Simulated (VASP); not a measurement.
# ZrO$_{2}$ in VASP 6.6.1, single-point calculation

INCAR

```
ENCUT = 520
NELM = 120
SIGMA = 0.3
LDAU = .TRUE.
NBANDS = 19
ISMEAR = 0
LCHARG = .FALSE.
LDAUL = 2 -1
LASPH = .TRUE.
IBRION = -1
ISIF = 2
LMAXMIX = 4
LDAUJ = 0 0
LREAL = .FALSE.
LDAUTYPE = 2
PREC = Accurate
GGA = PE
LDAUU = 1.0 0
NSW = 0
EDIFF = 1E-7
LWAVE = .FALSE.
```

KPOINTS

```
KPOINTS created by Atomic Simulation Environment
0
Gamma
6 6 6
0 0 0
```

POSCAR

```
Zr O
 1.0000000000000000
     0.0000000000000000    2.5447135875000000    2.5447135875000000
     2.5892460753000002    0.0000000000000000    2.5447135875000000
     2.5892460753000002    2.5447135875000000    0.0000000000000000
 Zr  O
   1   2
Cartesian
  0.0000000000000000  0.0000000000000000  0.0000000000000000
  1.2946230376500001  1.2723567937499998  1.2723567937500000
  3.8838691129500003  3.8170703812499998  3.8170703812499998
```

The recommended PBE PAW datasets give the neutral cell 24 valence electrons.

Command

```
mpirun -np 1 vasp_std
```

**Question.** Predict the outcome of this run.

**Answer.** It converged. Results: gap between bands v and c on the k mesh 3.37 eV; least direct gap on the k mesh 3.79 eV; pressure 2.0 GPa. Band v is the last that the valence electrons fill when counted band by band, and c is the next.

OSZICAR

```
N       E                     dE             d eps       ncg     rms          rms(c)
DAV:   1     0.184722791079E+03    0.18472E+03   -0.14278E+04  1140   0.129E+03
DAV:   2    -0.253112126725E+02   -0.21003E+03   -0.20292E+03  1366   0.345E+02
DAV:   3    -0.343010229919E+02   -0.89898E+01   -0.89415E+01  1583   0.686E+01
DAV:   4    -0.345616318791E+02   -0.26061E+00   -0.25998E+00  1554   0.923E+00
DAV:   5    -0.345664479183E+02   -0.48160E-02   -0.48158E-02  1424   0.117E+00    0.235E+01
DAV:   6    -0.281113240333E+02    0.64551E+01   -0.23681E+01  1205   0.397E+01    0.794E+00
DAV:   7    -0.280441541064E+02    0.67170E-01   -0.99399E-01  1436   0.761E+00    0.624E+00
DAV:   8    -0.280254955673E+02    0.18659E-01   -0.36283E-01  1233   0.555E+00    0.232E+00
DAV:   9    -0.280094600777E+02    0.16035E-01   -0.51612E-02  1269   0.197E+00    0.370E-01
DAV:  10    -0.280109977586E+02   -0.15377E-02   -0.62547E-03  1326   0.761E-01    0.344E-01
DAV:  11    -0.280107856180E+02    0.21214E-03   -0.86441E-04  1266   0.295E-01    0.520E-02
DAV:  12    -0.280108337852E+02   -0.48167E-04   -0.10020E-04  1298   0.754E-02    0.777E-02
DAV:  13    -0.280108145100E+02    0.19275E-04   -0.56358E-05  1358   0.623E-02    0.667E-03
DAV:  14    -0.280108159053E+02   -0.13953E-05   -0.44274E-06  1335   0.213E-02    0.126E-02
DAV:  15    -0.280108154667E+02    0.43858E-06   -0.12038E-06  1254   0.995E-03    0.899E-04
DAV:  16    -0.280108154257E+02    0.41053E-07   -0.28782E-08   864   0.137E-03
   1 F= -.28010815E+02 E0= -.28010815E+02  d E =-.252312E-12
```

Standard output (part)

```
POSCAR found type information on POSCAR ZrO
 POSCAR found :  2 types and       3 ions
 LDA part: xc-table for (Slater+PW92), standard interpolation
 POSCAR, INCAR and KPOINTS ok, starting setup
 WAVECAR not read
 entering main loop
```

For comparison, a separate PBE run of the intended cell, on usual settings and not on those above, gives a gap of 3.16 eV on its mesh and a pressure of -0.1 GPa.
